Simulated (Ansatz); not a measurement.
Input of an Ansatz 0.2.0 run:

input.yaml

```yaml
crystal:
  lattice:
    - [2.95, 0.0, 0.0]
    - [-1.475, 2.5547749412, 0.0]
    - [0.0, 0.0, 4.68]
  atoms:
    - { symbol: Ti, position: [0.6666666667, 0.3333333333, 0.75] }
    - { symbol: Ti, position: [0.3333333333, 0.6666666667, 0.25] }
hamiltonian:
  xc: pbe0
  pseudopotentials: { kind: paw }
kpoints:
  mp_grid: { grid: [5, 5, 3] }
scf:
  occupations: { method: fermi_dirac, width: 0.05 }
output:
  forces: true
  stress: true
  eigenvalues: true
```

Potentials or basis: Ansatz PAW.

Launch:

```bash
$ ansatz run input.yaml --threads 2 --pin off --max-ram 5632MiB --backend cpu --events-out ev --progress --plain --runs-dir out
```

**Question.** Predict the band gap on the k mesh.

**Answer.** None (metal or under the smearing width).

**Question.** What does it give for the pressure?

**Answer.** -3.9 GPa.

Stress tensor (GPa, compression positive):
```
-3.12  0.00  0.00
 0.00 -3.12  0.00
 0.00  0.00 -5.46
```

Caveat: the k mesh is coarse (spacing up to 0.49 Å⁻¹), so the values aren't converged, least of all with exact exchange; the PAW data sets come from PBE, with cores solved anew for the run's functional, which leaves a small shift of forces and pressure; the thresholds are loose for stress.
